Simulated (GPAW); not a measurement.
**CO2: band structure with r2SCAN**

CO2:

```xyz
6
Lattice="-1.9747 1.9747 3.0141 1.9747 -1.9747 3.0141 1.9747 1.9747 -3.0141" Properties=species:S:1:pos:R:3 pbc="T T T"
O     1.3223    0.9874    3.7676
O     0.6525    0.9874    0.7535
O     2.9621    0.6525   -0.7535
O    -0.9874    1.3223    2.2605
C     0.0000    0.0000    0.0000
C     0.0000    1.9747    1.5070
```

The cell comes from a database or a generator and needn't be the stable form of this composition.

| Item | Value |
| --- | --- |
| Program | GPAW 26.7.0 |
| Task | band structure |
| Functional | r2SCAN |
| Potentials or basis | GPAW PAW data sets (gpaw-data 1.2.1) |
| Cutoff | 800 eV |
| Basis | pw |
| k mesh | 6 × 6 × 6 |
| Occupations | fermi-dirac, width 0.05 eV |
| Spin | no spin polarisation |
| Maxiter | 150 |
| Band path | GXYSGZS1NPY1Z,XP |
| Band points | 100 |

```yaml
Pressure: -7.5 GPa
Largest_force: 0.216 eV/Å
Band_gap_on_the_k_mesh: 8.49 eV, indirect (least direct gap 8.89 eV)
Band_gap_along_the_path: 8.49 eV, indirect (least direct gap 8.89 eV)
```

Forces on the atoms (eV/Å):
```
O    0.216  0.001  0.001
O   -0.216 -0.001  0.001
O    0.001 -0.216 -0.001
O   -0.001  0.216 -0.001
C    0.000  0.000  0.000
C    0.000  0.000  0.000
```

Stress tensor (GPa, compression positive):
```
-7.03  0.00  0.00
 0.00 -7.03  0.00
 0.00  0.00 -8.42
```

Levels at the corners of the path, in eV from the valence-band top:
```csv
point,band 12,band 13,band 14,band 15,band 16,band 17,band 18,band 19,band 20,band 21
Γ,-1.20,-1.20,-0.80,-0.80,-0.41,8.49,9.83,10.12,10.12,13.37
X,-2.69,-0.65,-0.65,-0.52,-0.52,9.64,9.64,10.80,10.80,12.71
Y,-2.98,-1.05,-1.05,-0.31,-0.31,9.51,9.51,11.03,11.03,12.91
S,-2.76,-2.23,-1.18,-0.33,-0.10,8.95,9.88,11.06,11.76,12.68
Γ,-1.20,-1.20,-0.80,-0.80,-0.41,8.49,9.83,10.12,10.12,13.37
Z,-3.20,-2.87,-2.87,-0.01,-0.01,9.72,9.72,11.49,11.49,12.27
S1,-2.76,-2.23,-1.18,-0.33,-0.10,8.95,9.88,11.06,11.76,12.68
N,-2.33,-1.69,-1.37,-0.39,0.00,9.04,10.22,10.53,11.16,13.48
P,-2.41,-0.80,-0.80,-0.59,-0.59,9.64,9.64,10.35,10.35,13.68
Y1,-2.98,-1.05,-1.05,-0.31,-0.31,9.51,9.51,11.03,11.03,12.91
Z,-3.20,-2.87,-2.87,-0.01,-0.01,9.72,9.72,11.49,11.49,12.27
X,-2.69,-0.65,-0.65,-0.52,-0.52,9.64,9.64,10.80,10.80,12.71
P,-2.41,-0.80,-0.80,-0.59,-0.59,9.64,9.64,10.35,10.35,13.68
```

It took 9.1 min on 1 thread of Arm Neoverse V1, on a shared host, peak memory 0.52 GiB.

Caveat: the PAW data sets were made with another functional, which shifts forces and pressure a little. r2SCAN opens gaps a little over a GGA but as a rule still falls short of measured ones.
